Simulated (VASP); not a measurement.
# TePb (Fm-3m) in VASP: notebook, part 2 of 2

VASP 6.6.1.

### 3 Relaxation of cell and atoms, r2SCAN

This run uses another cell than the first one, of 34.89 Å³/atom, 1.034 times its volume.

INCAR reads:

```
  ALGO = Normal
  EDIFF = 1E-7
  EDIFFG = -0.005
  ENCUT = 600
  IBRION = 2
  ISIF = 3
  ISMEAR = 0
  LASPH = T
  LCHARG = F
  LMIXTAU = T
  LREAL = F
  LWAVE = F
  METAGGA = R2SCAN
  NELM = 80
  NSW = 90
  PREC = Accurate
  SIGMA = 0.03
```

KPOINTS reads:

```
k-points
0
Gamma
  8 8 8
```

POSCAR reads:

```
TePb                                    
1.0
    0.0000000000      3.2676419678      3.2676419678
    3.2676419678     -0.0000000000      3.2676419678
    3.2676419678      3.2676419678      0.0000000000
  Te              Pb            
     1     1
Direct
     0.5000000000000000    0.5000000000000000    0.5000000000000000
     0.0000000000000000    0.0000000000000000    0.0000000000000000
```

Potentials or basis: VASP PAW PBE potentials, release 64 (Te, Pb_d).

Launch:

```console
> cat potpaw_PBE.64/Te/POTCAR potpaw_PBE.64/Pb_d/POTCAR > POTCAR
> mpirun -np 1 vasp_std > vasp.out
```

OUTCAR:

```text
EDIFF = 1E-7
   EDIFFG = -0.005
   ENCUT = 600
   IBRION = 2
   ISIF = 3
   ISMEAR = 0
   LASPH = T
   LREAL = F
   METAGGA = R2SCAN
   NELM = 80
   NSW = 90
   PREC = Accurate

 ion  position               nearest neighbor table
   1  0.500  0.500  0.500-   2 3.27   2 3.27   2 3.27   2 3.27   2 3.27   2 3.27
   2  0.000  0.000  0.000-   1 3.27   1 3.27   1 3.27   1 3.27   1 3.27   1 3.27

  LATTYP: Found a face centered cubic cell.
 ALAT       =     6.5352839356

  Lattice vectors:

 A1 = (   0.0000000000,   3.2676419678,   3.2676419678)
 A2 = (   3.2676419678,   0.0000000000,   3.2676419678)
 A3 = (   3.2676419678,   3.2676419678,   0.0000000000)

Analysis of symmetry for initial positions (statically):
=====================================================================
 Subroutine PRICEL returns:
 Original cell was already a primitive cell.

 Routine SETGRP: Setting up the symmetry group for a
 face centered cubic supercell.

 Subroutine GETGRP returns: Found 48 space group operations
 (whereof 48 operations were pure point group operations)
 out of a pool of 48 trial point group operations.

The static configuration has the point symmetry O_h .

[... 172 lines left out ...]
      1     -12.2464      2.00000
      2     -12.2464      2.00000
      3     -12.2373      2.00000
      4     -12.2373      2.00000
      5     -12.2373      2.00000
      6      -7.1527      2.00000
      7      -0.6495      2.00000
      8       3.7159      2.00000
      9       3.7159      2.00000
     10       3.7159      2.00000
     11       9.3868      0.00000
     12       9.3868      0.00000
     13       9.3868      0.00000
     14      11.3364      0.00000
[... 377 lines left out ...]
      1     -12.2736      2.00000
      2     -12.2541      2.00000
      3     -12.2317      2.00000
      4     -12.2269      2.00000
      5     -12.2199      2.00000
      6      -5.5448      2.00000
      7      -3.3806      2.00000
      8       2.3656      2.00000
      9       2.5664      2.00000
     10       4.5962      2.00000
     11       6.6803      0.00000
     12       8.8790      0.00000
     13       9.2882      0.00000
     14      12.3483      0.00000

 [... further k-points ...]
[... 5 lines left out ...]
  --------------------------------------------------------------------------------------
  -------------------------------------------------------------------------------------
  Total        0.0046273      0.0046273      0.0046273     -0.0000000      0.0000000      0.0000000
  in kB        0.1062444      0.1062444      0.1062444     -0.0000000      0.0000000      0.0000000
  external PRESSURE =       0.1062444 kB  Pullay stress =       0.0000000 kB

 VOLUME and BASIS-vectors are now :
 -----------------------------------------------------------------------------
  energy-cutoff  :      600.00
  volume of cell :       69.78
      direct lattice vectors                 reciprocal lattice vectors
     0.000000000  3.267641968  3.267641968    -0.153015540  0.153015540  0.153015540
     3.267641968  0.000000000  3.267641968     0.153015540 -0.153015540  0.153015540
     3.267641968  3.267641968  0.000000000     0.153015540  0.153015540 -0.153015540

 POSITION                                       TOTAL-FORCE (eV/Angst)
 -----------------------------------------------------------------------------------
      3.26764      3.26764      3.26764        -0.000000     -0.000000      0.000000
      0.00000      0.00000      0.00000         0.000000      0.000000     -0.000000
 -----------------------------------------------------------------------------------
    total drift:                                0.000000     -0.000000     -0.000000

  FREE ENERGIE OF THE ION-ELECTRON SYSTEM (eV)
  ---------------------------------------------------
  free  energy   TOTEN  =       -82.7066637261 eV

  energy  without entropy=      -82.7066637261  energy(sigma->0) =      -82.70666373

 reached required accuracy - stopping structural energy minimisation
```

OSZICAR:

```text
N       E                     dE             d eps       ncg     rms          rms(c)
DAV:   1     0.826302722872E+02    0.82630E+02   -0.10308E+04   812   0.159E+03
DAV:   2    -0.751476360523E+02   -0.15778E+03   -0.15474E+03   848   0.359E+02
DAV:   3    -0.867866699710E+02   -0.11639E+02   -0.11530E+02  1076   0.103E+02
DAV:   4    -0.870858883967E+02   -0.29922E+00   -0.29913E+00   946   0.197E+01
[... 16 lines left out ...]
DAV:  21    -0.827066626664E+02    0.26486E-06   -0.23672E-06   830   0.215E-02    0.187E-02
DAV:  22    -0.827066628273E+02   -0.16096E-06   -0.10557E-06   998   0.175E-02    0.209E-03
DAV:  23    -0.827066636062E+02   -0.77889E-06   -0.44466E-07   812   0.566E-03    0.981E-04
DAV:  24    -0.827066637603E+02   -0.15410E-06   -0.13961E-07   574   0.356E-03    0.674E-04
DAV:  25    -0.827066637261E+02    0.34260E-07   -0.20921E-08   406   0.233E-03
   1 F= -.82706664E+02 E0= -.82706664E+02  d E =-.827067E+02
```

CONTCAR:

```text
TePb
   1.00000000000000
     0.0000000000000000    3.2676419677999999    3.2676419677999999
     3.2676419677999999    0.0000000000000000    3.2676419677999999
     3.2676419677999999    3.2676419677999999    0.0000000000000000
  Te              Pb
     1     1
Direct
     0.5000000000000000    0.5000000000000000    0.5000000000000000
     0.0000000000000000    0.0000000000000000    0.0000000000000000

  0.00000000E+00  0.00000000E+00  0.00000000E+00
  0.00000000E+00  0.00000000E+00  0.00000000E+00
```

Wall time 2.4 min (1 thread of Intel Xeon Platinum 8488C (Sapphire Rapids), shared host); peak memory 0.27 GiB.

Results:

```yaml
Free_energy: -82.7067 eV
Pressure_after_relaxing: 0.0 GPa
Band_gap_on_the_k_mesh: 1.09 eV, direct
```

Final structure:
```cif
data_structure
_symmetry_space_group_name_H-M 'P 1'
_symmetry_Int_Tables_number 1
_cell_length_a 4.6211
_cell_length_b 4.6211
_cell_length_c 4.6211
_cell_angle_alpha 60.000
_cell_angle_beta 60.000
_cell_angle_gamma 60.000
_cell_volume 69.78
loop_
_atom_site_label
_atom_site_type_symbol
_atom_site_fract_x
_atom_site_fract_y
_atom_site_fract_z
_atom_site_occupancy
Te1 Te 0.50000 0.50000 0.50000 1
Pb1 Pb 0.00000 0.00000 0.00000 1
```

Caveat: the relaxation stopped at its first step, so nothing moved; the PAW data sets were made with another functional, which shifts forces and pressure a little; spin-orbit coupling is left out, which as a rule narrows the gap of such compounds by several tenths of an eV.

### 4 Single point, PBE

INCAR reads:

```
SYSTEM = TePb
PREC     = Accurate       ! precision mode
ENCUT    = 520            ! plane-wave cutoff, eV
EDIFF    = 1E-7           ! SCF threshold, eV
ISMEAR   = 0              ! smearing method
SIGMA    = 0.03           ! smearing width, eV
LREAL    = .False.        ! projectors in reciprocal space
LASPH    = .True.         ! aspherical terms in the spheres
NELM     = 80             ! most SCF steps
ALGO     = Normal         ! electronic algorithm
ISIF     = 2              ! what is computed and relaxed
LWAVE    = .False.        ! write WAVECAR
LCHARG   = .False.        ! write CHGCAR
GGA      = PE             ! functional
KPAR     = 4
```

KPOINTS reads:

```
regular mesh
0
Gamma
  6 6 6
  0 0 0
```

POSCAR reads:

```
TePb
1.0
    0.0000000000      3.2310000000      3.2310000000
    3.2310000000      0.0000000000      3.2310000000
    3.2310000000      3.2310000000      0.0000000000
Te Pb
1 1
Direct
    0.5000000000      0.5000000000      0.5000000000
    0.0000000000      0.0000000000      0.0000000000
```

Launch:

```console
> cat potpaw_PBE.64/Te/POTCAR potpaw_PBE.64/Pb_d/POTCAR > POTCAR
> mpirun -np 4 vasp_std > vasp.out
```

It took 4.3 s on 4 MPI ranks of Intel Xeon 6975P-C (Granite Rapids), shared host; peak memory 0.2 GiB.

The run converged. Its results:

| Property | Result |
| --- | --- |
| Free energy | -7.5021 eV |
| Pressure | 2.1 GPa |
| Band gap on the k mesh | 0.73 eV, direct |

Levels at points of the mesh, in eV from the valence-band top:
```tsv
k point	band 6	band 7	band 8	band 9	band 10	band 11	band 12	band 13	band 14
(0.00, 0.00, 0.00)	-12.02	-5.60	-1.35	-1.35	-1.35	4.08	4.08	4.08	5.79
(0.50, 0.00, 0.00)	-10.58	-8.59	-0.89	-0.89	0.00	0.73	1.27	1.27	8.39
(0.50, 0.50, 0.00)	-10.34	-7.29	-4.50	-2.80	-2.80	3.29	5.47	5.47	6.71
```

Caveat: spin-orbit coupling is left out, which as a rule narrows the gap of such compounds by several tenths of an eV.

### 5 Relaxation of cell and atoms, PBE

INCAR reads:

```
SYSTEM = TePb
PREC = Accurate
ENCUT = 300
EDIFF = 1E-6
ISMEAR = 0
SIGMA = 0.03
LREAL = .FALSE.
LASPH = .TRUE.
NELM = 80
ALGO = Normal
ISIF = 3
LWAVE = .FALSE.
LCHARG = .FALSE.
GGA = PE
IBRION = 2
NSW = 90
EDIFFG = -0.01
```

KPOINTS reads:

```
Automatic mesh
0
G
  4 4 4
  0 0 0
```

POSCAR is that of step 4.

Potentials or basis: VASP PAW PBE potentials, release 64 (Te, Pb).

Launch:

```console
> cat potpaw_PBE.64/Te/POTCAR potpaw_PBE.64/Pb/POTCAR > POTCAR
> mpirun -np 1 vasp_std > vasp.out
```

OUTCAR:

```text
SYSTEM = TePb
   PREC = Accurate
   ENCUT = 300
   EDIFF = 1E-6
   ISMEAR = 0
   LREAL = .FALSE.
   LASPH = .TRUE.
   NELM = 80
   ISIF = 3
   GGA = PE
   IBRION = 2
   NSW = 90
   EDIFFG = -0.01

 ion  position               nearest neighbor table
   1  0.500  0.500  0.500-   2 3.23   2 3.23   2 3.23   2 3.23   2 3.23   2 3.23
   2  0.000  0.000  0.000-   1 3.23   1 3.23   1 3.23   1 3.23   1 3.23   1 3.23

  LATTYP: Found a face centered cubic cell.
 ALAT       =     6.4620000000

  Lattice vectors:

 A1 = (   0.0000000000,   3.2310000000,   3.2310000000)
 A2 = (   3.2310000000,   0.0000000000,   3.2310000000)
 A3 = (   3.2310000000,   3.2310000000,   0.0000000000)

[... 167 lines left out ...]
  -------------------------------------------------------------------------------------
  Total        0.8473253      0.8473253      0.8473253     -0.0000000     -0.0000000      0.0000000
  in kB       20.1242591     20.1242591     20.1242591     -0.0000000     -0.0000000      0.0000000
  external PRESSURE =      20.1242591 kB  Pullay stress =       0.0000000 kB
[... 59 lines left out ...]
--------------------------------------- Ionic step        3  -------------------------------------------

 number of electron      10.0000000 magnetization

 Free energy of the ion-electron system (eV)
  ---------------------------------------------------
  ext. energy  EPLUGINS =         0.00000000
  ---------------------------------------------------
  free energy    TOTEN  =        -7.53073986 eV

  energy without entropy =       -7.53073986  energy(sigma->0) =       -7.53073986

 E-fermi :   4.2089     XC(G=0):  -9.0305

 val. band max:        4.0432049200   @ k =   0.5000   0.0000   0.0000
 cond. band min:       4.8680675620   @ k =   0.5000   0.0000   0.0000
 fundamental gap:      0.8248626420
 Fermi energy:         4.2089018393

 k-point     1 :       0.0000    0.0000    0.0000
  band No.  band energies     occupation
      1      -7.5987      2.00000
      2      -1.6551      2.00000
      3       2.8768      2.00000
      4       2.8768      2.00000
      5       2.8768      2.00000
      6       8.0761      0.00000
      7       8.0761      0.00000
      8       8.0761      0.00000
      9       9.9339      0.00000
[... 111 lines left out ...]
  FREE ENERGIE OF THE ION-ELECTRON SYSTEM (eV)
  ---------------------------------------------------
  free  energy   TOTEN  =        -7.5307398619 eV

  energy  without entropy=       -7.5307398619  energy(sigma->0) =       -7.53073986

 reached required accuracy - stopping structural energy minimisation
```

OSZICAR:

```text
N       E                     dE             d eps       ncg     rms          rms(c)
DAV:   1     0.180634536501E+02    0.18063E+02   -0.25526E+03   144   0.528E+02
DAV:   2    -0.675006377020E+01   -0.24814E+02   -0.24373E+02   215   0.888E+01
DAV:   3    -0.762640601602E+01   -0.87634E+00   -0.87473E+00   201   0.184E+01
[... 22 lines left out ...]
DAV:   2    -0.753180844887E+01    0.48769E-02   -0.12888E-02   146   0.560E-01    0.190E-01
DAV:   3    -0.753087307233E+01    0.93538E-03   -0.33914E-03   160   0.284E-01    0.108E-01
DAV:   4    -0.753077987013E+01    0.93202E-04   -0.11520E-04   153   0.698E-02    0.104E-01
DAV:   5    -0.753074079526E+01    0.39075E-04   -0.14641E-04   153   0.596E-02    0.459E-02
DAV:   6    -0.753073986188E+01    0.93338E-06   -0.87557E-06   160   0.174E-02
   3 F= -.75307399E+01 E0= -.75307399E+01  d E =-.188042E-01
```

CONTCAR:

```text
TePb
   1.00000000000000
    -0.0000000000000000    3.2801333434363316    3.2801333434363316
     3.2801333434363316   -0.0000000000000000    3.2801333434363316
     3.2801333434363316    3.2801333434363316    0.0000000000000000
  Te              Pb
     1     1
Direct
     0.5000000000000000    0.5000000000000000    0.5000000000000000
     0.0000000000000000    0.0000000000000000    0.0000000000000000

  0.00000000E+00  0.00000000E+00  0.00000000E+00
  0.00000000E+00  0.00000000E+00  0.00000000E+00
```

It took 6.7 s on 1 thread of Intel Xeon 6975P-C (Granite Rapids), shared host; peak memory 0.16 GiB.

What came out:

| Quantity | Value |
| --- | --- |
| Free energy | -7.5307 eV |
| Relaxed volume | 35.29 Å³/atom |
| Relaxed cell | a = 4.639 Å, b = 4.639 Å, c = 4.639 Å, α = 60.00°, β = 60.00°, γ = 60.00° |
| Space group after relaxing (to 0.05 Å) | Fm-3m (No. 225) |
| Energy gained by relaxing | 9.4 meV/atom |
| Ionic steps | 3 |
| Pressure after relaxing | 0.0 GPa |
| Band gap on the k mesh | 0.82 eV, direct |

The path:
```csv
step,energy change (eV),largest force (eV/Å),pressure (GPa),volume (Å³)
1,0.0000,0.0000,2.01,67.46
2,-0.0168,0.0000,-0.59,71.68
3,-0.0188,0.0000,-0.01,70.58
```

Final structure:
```cif
data_structure
_symmetry_space_group_name_H-M 'P 1'
_symmetry_Int_Tables_number 1
_cell_length_a 4.6388
_cell_length_b 4.6388
_cell_length_c 4.6388
_cell_angle_alpha 60.000
_cell_angle_beta 60.000
_cell_angle_gamma 60.000
_cell_volume 70.58
loop_
_atom_site_label
_atom_site_type_symbol
_atom_site_fract_x
_atom_site_fract_y
_atom_site_fract_z
_atom_site_occupancy
Te1 Te 0.50000 0.50000 0.50000 1
Pb1 Pb 0.00000 0.00000 0.00000 1
```

Caveat: the k mesh is coarse (spacing up to 0.42 Å⁻¹), so the values aren't converged; spin-orbit coupling is left out, which as a rule narrows the gap of such compounds by several tenths of an eV. PBE usually gives volumes a little too large and moduli too small.

### 6 Relaxation of cell and atoms, PBE

This run uses another cell than the first one, of 35.29 Å³/atom, 1.046 times its volume.

Changes to INCAR since step 5:

```diff
@@ -3,3 +3,3 @@
 ENCUT = 300
-EDIFF = 1E-6
+EDIFF = 1E-7
 ISMEAR = 0
@@ -16,2 +16,2 @@
 NSW = 90
-EDIFFG = -0.01
+EDIFFG = -0.005
```

KPOINTS is that of step 5.

POSCAR reads:

```
TePb                                    
1.0
   -0.0000000000      3.2801333434      3.2801333434
    3.2801333434     -0.0000000000      3.2801333434
    3.2801333434      3.2801333434      0.0000000000
  Te              Pb            
     1     1
Direct
     0.5000000000000000    0.5000000000000000    0.5000000000000000
     0.0000000000000000    0.0000000000000000    0.0000000000000000
```

Potentials or basis: VASP PAW PBE potentials, release 64 (Te, Pb).

Launch:

```console
> cat potpaw_PBE.64/Te/POTCAR potpaw_PBE.64/Pb/POTCAR > POTCAR
> mpirun -np 1 vasp_std > vasp.out
```

It took 3.4 s on 1 thread of Intel Xeon 6975P-C (Granite Rapids), shared host; peak memory 0.15 GiB.

Results (log left out):

| Item | Value |
| --- | --- |
| Free energy | -7.5308 eV |
| Pressure after relaxing | 0.0 GPa |
| Band gap on the k mesh | 0.83 eV, direct |

Final structure:
```cif
data_structure
_symmetry_space_group_name_H-M 'P 1'
_symmetry_Int_Tables_number 1
_cell_length_a 4.6388
_cell_length_b 4.6388
_cell_length_c 4.6388
_cell_angle_alpha 60.000
_cell_angle_beta 60.000
_cell_angle_gamma 60.000
_cell_volume 70.58
loop_
_atom_site_label
_atom_site_type_symbol
_atom_site_fract_x
_atom_site_fract_y
_atom_site_fract_z
_atom_site_occupancy
Te1 Te 0.50000 0.50000 0.50000 1
Pb1 Pb 0.00000 0.00000 0.00000 1
```

Levels at points of the mesh, in eV from the valence-band top:
```tsv
k point	band 2	band 3	band 4	band 5	band 6	band 7	band 8	band 9
(0.00, 0.00, 0.00)	-5.70	-1.17	-1.17	-1.17	4.03	4.03	4.03	5.89
(0.50, 0.00, 0.00)	-8.36	-0.75	-0.75	0.00	0.83	1.39	1.39	8.30
(0.50, 0.50, 0.00)	-7.23	-4.14	-2.53	-2.53	3.49	5.32	5.32	6.46
```

Caveat: the relaxation stopped at its first step, so nothing moved; spin-orbit coupling is left out, which as a rule narrows the gap of such compounds by several tenths of an eV.

### 7 Overview

| task | level | potentials or basis | cell | k mesh | cutoff (eV) | mesh quality | gap on the mesh (eV) | pressure (GPa) |
| --- | --- | --- | --- | --- | --- | --- | --- | --- |
| relaxation of cell and atoms | r2SCAN | VASP PAW PBE potentials, release 64 (Te, Pb_d) | relaxed | 8 × 8 × 8 | 600 | not flagged | 1.09 | 0.0 |
| single point | PBE | VASP PAW PBE potentials, release 64 (Te, Pb_d) | Fm-3m, 33.73 Å³/atom | 6 × 6 × 6 | 520 | not flagged | 0.73 | 2.1 |
| relaxation of cell and atoms | PBE | VASP PAW PBE potentials, release 64 (Te, Pb) | relaxed | 4 × 4 × 4 | 300 | coarse | 0.82 | 0.0 |
| relaxation of cell and atoms | PBE | VASP PAW PBE potentials, release 64 (Te, Pb) | relaxed | 4 × 4 × 4 | 300 | not flagged | 0.83 | 0.0 |

Alike in all rows: no spin polarisation; smearing gaussian 0.03 eV.

Caveats: some runs use coarse meshes; spin-orbit coupling is left out, which as a rule narrows the gap of such compounds by several tenths of an eV; the relaxation stopped at its first step, so nothing moved (some runs); the PAW data sets were made with another functional, which shifts forces and pressure a little (some runs).

Absolute energies hang on the potentials; compare differences alone.

### 8 Against experiment

Step 4. A measured gap of TePb is 0.19 eV (direct; 4.2 K; a printed reference work, monograph); the calculated 0.73 eV misses it by +0.54 eV. Spin-orbit coupling on Pb, Te is left out. The value is that of PBE on a finite k mesh, which can miss the band edges, without temperature or zero-point motion.
